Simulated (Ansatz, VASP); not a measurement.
**B: VASP beside Ansatz**

```xyz
2
Lattice="0.0000 1.9981 1.9981 1.9981 0.0000 1.9981 1.9981 1.9981 0.0000" Properties=species:S:1:pos:R:3 pbc="T T T"
B     1.9981    1.9981    1.9981
B     2.9971    2.9971    2.9971
```

Alike in both runs: task relaxation of cell and atoms; functional r2SCAN; k mesh 8 × 8 × 8; occupations gaussian, width 0.1 eV; no spin polarisation.

```csv
,VASP,Ansatz
version,VASP 6.6.1,Ansatz 0.2.0
potentials or method,"VASP PAW PBE potentials, release 64 (B)","scalar-relativistic, plane waves, PAW"
plane-wave cutoff (eV),600,500
valence electrons in the cell,6,6
```

```csv
,VASP,Ansatz,Ansatz less VASP
"gap on the k mesh at the Fermi level, each at its own relaxed structure (eV)",none,none,-
relaxed volume (Å³/atom),8.32,8.32,-0.008
relaxed cell length with the largest relative difference (Å),2.866,2.865,-0.0009
energy change over the relaxation (meV/atom),-9,-9,+0.1
```

A gap of «none» marks a metal or a gap that the smearing closes.

Caveats: the PAW data sets were made with another functional, which shifts forces and pressure a little (VASP).
